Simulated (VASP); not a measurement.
# MnSi (P2_13) in VASP: notebook, part 2 of 2

VASP 6.6.1. The steps go on from the part before.

## (3) Relaxation of cell and atoms, PBE

Contents of INCAR:

```
SYSTEM = MnSi
PREC = Accurate ; ENCUT = 600
EDIFF = 1E-6 ; ISMEAR = 1
SIGMA = 0.1 ; LREAL = .FALSE.
LASPH = .TRUE. ; NELM = 80
ALGO = Normal ; ISIF = 3
LWAVE = .FALSE. ; LCHARG = .FALSE.
GGA = PE ; IBRION = 2
NSW = 90 ; EDIFFG = -0.01
KPAR = 4
```

Contents of KPOINTS:

```
Automatic mesh
0
G
  8 8 8
  0 0 0
```

Contents of POSCAR:

```
MnSi
1.0
    4.5480000000      0.0000000000      0.0000000000
    0.0000000000      4.5480000000      0.0000000000
    0.0000000000      0.0000000000      4.5480000000
Mn Si
4 4
Direct
    0.1380000000      0.1380000000      0.1380000000
    0.3620000000      0.8620000000      0.6380000000
    0.6380000000      0.3620000000      0.8620000000
    0.8620000000      0.6380000000      0.3620000000
    0.8460000000      0.8460000000      0.8460000000
    0.6540000000      0.1540000000      0.3460000000
    0.3460000000      0.6540000000      0.1540000000
    0.1540000000      0.3460000000      0.6540000000
```

Potentials or basis: VASP PAW PBE potentials, release 64 (Mn_pv, Si).

The run is started by

```bash
> cat potpaw_PBE.64/Mn_pv/POTCAR potpaw_PBE.64/Si/POTCAR > POTCAR
> mpirun -np 4 vasp_std > vasp.out
```

OUTCAR:

```text
SYSTEM = MnSi
   PREC = Accurate
   ENCUT = 600
   EDIFF = 1E-6
   ISMEAR = 1
   LREAL = .FALSE.
   LASPH = .TRUE.
   NELM = 80
   ISIF = 3
   GGA = PE
   IBRION = 2
   NSW = 90
   EDIFFG = -0.01

 ion  position               nearest neighbor table
   1  0.138  0.138  0.138-   5 2.30   6 2.40   7 2.40   8 2.40   7 2.53   8 2.53   6 2.53   3 2.79
                             4 2.79   2 2.79   2 2.79   4 2.79   3 2.79
   2  0.362  0.862  0.638-   6 2.30   5 2.40   7 2.40   8 2.40   7 2.53   8 2.53   5 2.53   1 2.79
                             1 2.79   3 2.79   3 2.79   4 2.79   4 2.79
   3  0.638  0.362  0.862-   7 2.30   6 2.40   5 2.40   8 2.40   8 2.53   6 2.53   5 2.53   1 2.79
                             4 2.79   2 2.79   2 2.79   4 2.79   1 2.79
   4  0.862  0.638  0.362-   8 2.30   6 2.40   7 2.40   5 2.40   6 2.53   5 2.53   7 2.53   1 2.79
                             3 2.79   2 2.79   1 2.79   2 2.79   3 2.79
   5  0.846  0.846  0.846-   1 2.30   2 2.40   3 2.40   4 2.40   3 2.53   4 2.53   2 2.53   6 2.81
                             7 2.81   8 2.81   6 2.81   8 2.81   7 2.81
   6  0.654  0.154  0.346-   2 2.30   1 2.40   3 2.40   4 2.40   3 2.53   4 2.53   1 2.53   8 2.81
                             5 2.81   5 2.81   7 2.81   7 2.81   8 2.81
   7  0.346  0.654  0.154-   3 2.30   2 2.40   1 2.40   4 2.40   4 2.53   2 2.53   1 2.53   8 2.81
                             5 2.81   8 2.81   6 2.81   6 2.81   5 2.81
[... 209 lines left out ...]
  -------------------------------------------------------------------------------------
  Total       -4.2572450     -4.2572450     -4.2572450      0.0000000      0.0000000      0.0000000
  in kB      -72.5066534    -72.5066534    -72.5066534      0.0000000      0.0000000      0.0000000
  external PRESSURE =     -72.5066534 kB  Pullay stress =       0.0000000 kB
[... 323 lines left out ...]
--------------------------------------- Ionic step        9  -------------------------------------------

 number of electron      68.0000038 magnetization

 Free energy of the ion-electron system (eV)
  ---------------------------------------------------
  ext. energy  EPLUGINS =         0.00000000
  ---------------------------------------------------
  free energy    TOTEN  =       -61.19925378 eV

  energy without entropy =      -61.19810926  energy(sigma->0) =      -61.19887227

 E-fermi :  11.2408     XC(G=0): -12.8979

 val. band max:       11.2393921770   @ k =   0.2500   0.0000   0.0000
 cond. band min:      11.2509217028   @ k =  -0.1250   0.3750   0.0000
 fundamental gap:      0.0115295258
 Fermi energy:        11.2407923013

 k-point     1 :       0.0000    0.0000    0.0000
  band No.  band energies     occupation
      1     -36.5366      2.00000
      2     -36.5366      2.00000
      3     -36.5366      2.00000
      4     -36.4901      2.00000
      5     -36.4901      2.00000
      6     -36.4901      2.00000
[... 1021 lines left out ...]
     39      13.2906      0.00000
     40      13.8600      0.00000

 [... further k-points ...]
[... 5 lines left out ...]
  --------------------------------------------------------------------------------------
  -------------------------------------------------------------------------------------
  Total       -0.0016652     -0.0016652     -0.0016652     -0.0000000      0.0000000      0.0000000
  in kB       -0.0293412     -0.0293412     -0.0293412     -0.0000000      0.0000000      0.0000000
  external PRESSURE =      -0.0293412 kB  Pullay stress =       0.0000000 kB
[... 23 lines left out ...]
  FREE ENERGIE OF THE ION-ELECTRON SYSTEM (eV)
  ---------------------------------------------------
  free  energy   TOTEN  =       -61.1992537837 eV

  energy  without entropy=      -61.1981092576  energy(sigma->0) =      -61.19887227

 reached required accuracy - stopping structural energy minimisation
```

OSZICAR:

```text
N       E                     dE             d eps       ncg     rms          rms(c)
DAV:   1     0.837881988057E+03    0.83788E+03   -0.40067E+04  3600   0.221E+03
DAV:   2     0.218237481877E+01   -0.83570E+03   -0.81900E+03  3600   0.617E+02
DAV:   3    -0.683262136966E+02   -0.70509E+02   -0.68686E+02  4576   0.174E+02
DAV:   4    -0.705435001102E+02   -0.22173E+01   -0.21753E+01  4304   0.304E+01
[... 74 lines left out ...]
DAV:   3    -0.611992639407E+02    0.28728E-04   -0.51379E-04  3632   0.198E-01    0.343E-02
DAV:   4    -0.611992614445E+02    0.24961E-05   -0.21157E-05  4944   0.351E-02    0.285E-02
DAV:   5    -0.611992559858E+02    0.54587E-05   -0.18954E-05  3992   0.454E-02    0.940E-03
DAV:   6    -0.611992541619E+02    0.18239E-05   -0.42816E-06  2920   0.171E-02    0.401E-03
DAV:   7    -0.611992537837E+02    0.37826E-06   -0.81531E-07  1800   0.939E-03
   9 F= -.61199254E+02 E0= -.61198872E+02  d E =-.574706E-04
```

It took 2.7 min on 4 MPI ranks of AMD EPYC 9R45 (Zen 5), shared host; peak memory 0.27 GiB.

Results:

- Free energy: -61.1993 eV
- Relaxed volume: 11.37 Å³/atom
- Relaxed cell: a = 4.497 Å, b = 4.497 Å, c = 4.497 Å, α = 90.00°, β = 90.00°, γ = 90.00°
- Space group after relaxing (to 0.05 Å): P2_13 (No. 198)
- Energy gained by relaxing: 9.5 meV/atom
- Ionic steps: 9
- Pressure after relaxing: 0.0 GPa
- Largest force after relaxing: 0.003 eV/Å
- Band gap on the k mesh: none (metal or under the smearing width)

Forces on the atoms (eV/Å):
```
Mn   0.000  0.000  0.000
Mn   0.000  0.000  0.000
Mn   0.000  0.000  0.000
Mn   0.000  0.000  0.000
Si   0.002  0.002  0.002
Si  -0.002 -0.002  0.002
Si   0.002 -0.002 -0.002
Si  -0.002  0.002 -0.002
```

The path:
```csv
step,energy change (eV),largest force (eV/Å),pressure (GPa),volume (Å³)
1,0.0000,0.1972,-7.25,94.07
2,0.0544,0.2461,11.03,87.01
3,-0.0761,0.0236,-0.08,90.92
4,-0.0761,0.0228,0.16,90.85
5,-0.0762,0.0123,-0.12,90.99
6,-0.0762,0.0147,-0.07,90.95
7,-0.0762,0.0129,-0.17,90.97
8,-0.0762,0.0143,-0.12,90.96
9,-0.0762,0.0031,0.00,90.93
```

Final structure:
```xyz
8
Lattice="4.4967 0.0000 0.0000 0.0000 4.4967 0.0000 0.0000 0.0000 4.4967" Properties=species:S:1:pos:R:3 pbc="T T T"
Mn    0.6173    0.6173    0.6173
Mn    1.6311    3.8794    2.8657
Mn    2.8657    1.6311    3.8794
Mn    3.8794    2.8657    1.6311
Si    3.8026    3.8026    3.8026
Si    2.9426    0.6942    1.5542
Si    1.5542    2.9426    0.6942
Si    0.6942    1.5542    2.9426
```

## (4) Relaxation of cell and atoms, PBE

This run uses another cell than the first one, of 11.37 Å³/atom, 0.967 times its volume.

Contents of INCAR:

```
SYSTEM = MnSi
PREC = Accurate ; ENCUT = 600
EDIFF = 1E-7 ; ISMEAR = 1
SIGMA = 0.1 ; LREAL = .FALSE.
LASPH = .TRUE. ; NELM = 80
ALGO = Normal ; ISIF = 3
LWAVE = .FALSE. ; LCHARG = .FALSE.
GGA = PE ; IBRION = 2
NSW = 90 ; EDIFFG = -0.005
KPAR = 4
```

KPOINTS is that of step 3.

Contents of POSCAR:

```
MnSi                                    
1.0
    4.4967376596      0.0000000000     -0.0000000000
    0.0000000000      4.4967376596      0.0000000000
   -0.0000000000      0.0000000000      4.4967376596
  Mn              Si            
     4     4
Direct
     0.1372791007737622    0.1372791007737622    0.1372791007737622
     0.3627208992262378    0.8627208992262378    0.6372791007737622
     0.6372791007737622    0.3627208992262378    0.8627208992262378
     0.8627208992262378    0.6372791007737622    0.3627208992262378
     0.8456240869804139    0.8456240869804139    0.8456240869804139
     0.6543759130195861    0.1543759130195860    0.3456240869804140
     0.3456240869804140    0.6543759130195861    0.1543759130195860
     0.1543759130195860    0.3456240869804140    0.6543759130195861
```

The run is started by

```bash
> cat potpaw_PBE.64/Mn_pv/POTCAR potpaw_PBE.64/Si/POTCAR > POTCAR
> mpirun -np 4 vasp_std > vasp.out
```

It took 32 s on 4 MPI ranks of AMD EPYC 9R45 (Zen 5), shared host; peak memory 0.27 GiB.

It converged, with:

```yaml
Free_energy: -61.1979 eV
Pressure_after_relaxing: 0.0 GPa
Largest_force_after_relaxing: 0.003 eV/Å
Band_gap_on_the_k_mesh: none (metal or under the smearing width)
```

Forces in eV/Å, atoms in the order of the input:
```
Mn   0.000  0.000  0.000
Mn   0.000  0.000  0.000
Mn   0.000  0.000  0.000
Mn   0.000  0.000  0.000
Si   0.002  0.002  0.002
Si  -0.002 -0.002  0.002
Si   0.002 -0.002 -0.002
Si  -0.002  0.002 -0.002
```

Final structure:
```
CELL_PARAMETERS angstrom
4.49674 0.00000 0.00000
0.00000 4.49674 0.00000
0.00000 0.00000 4.49674
ATOMIC_POSITIONS crystal
Mn 0.13728 0.13728 0.13728
Mn 0.36272 0.86272 0.63728
Mn 0.63728 0.36272 0.86272
Mn 0.86272 0.63728 0.36272
Si 0.84562 0.84562 0.84562
Si 0.65438 0.15438 0.34562
Si 0.34562 0.65438 0.15438
Si 0.15438 0.34562 0.65438
```

Levels at points of the mesh, in eV from the Fermi level:
```tsv
k point	band 31	band 32	band 33	band 34	band 35	band 36	band 37	band 38
(0.00, 0.00, 0.00)	-1.62	0.20	0.20	0.20	0.37	0.37	1.28	1.28
(0.50, 0.00, 0.00)	-0.79	-0.79	0.03	0.03	0.45	0.45	0.75	0.75
(0.50, 0.50, 0.00)	-0.84	-0.84	-0.59	-0.59	0.04	0.04	1.20	1.20
(0.50, 0.50, 0.50)	-0.40	-0.40	-0.15	-0.15	-0.15	-0.15	1.03	1.03
```

Caveat: the relaxation stopped at its first step, so nothing moved.
